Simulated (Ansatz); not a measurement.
HfC: zone-centre modes at -3.9 GPa

Level of theory: DFT PBE, scalar-relativistic, plane waves, PAW (Ansatz 0.2.0). Settings: 420 eV plane-wave cutoff, Γ-centred 14×14×14 mesh, Fermi-Dirac smearing of 0.15 eV. No spin polarisation. Phonons by linear response, acoustic sum rule imposed.

The cell is fixed (symmetry leaves no force on the atoms) and stands under -3.9 GPa:
```
CELL_PARAMETERS angstrom
2.92230 0.00000 0.00000
0.00000 2.92230 0.00000
0.00000 0.00000 2.92230
ATOMIC_POSITIONS crystal
Hf 0.00000 0.00000 0.00000
C 0.50000 0.50000 0.50000
```

The cell is the ideal cubic caesium chloride prototype; this isn't the usual structure of the compound. In a metal, frequencies and elastic constants depend on the k mesh and the smearing, soft modes and shear constants most. Spin–orbit coupling is left out, which can shift energies with elements as heavy as these.

Optical modes at Γ; i marks an imaginary frequency:
| frequency (cm⁻¹) | degeneracy |
| --- | --- |
| 60 | 3 |

All 3 optical modes at Γ are real: no displacement of atoms at fixed cell lowers the energy to second order. Strains and modes at other wave vectors aren't tested by this run.

Cost: 1 run of about 0.36 core-minutes, on Intel Xeon 6975P-C (Granite Rapids) (shared hosts).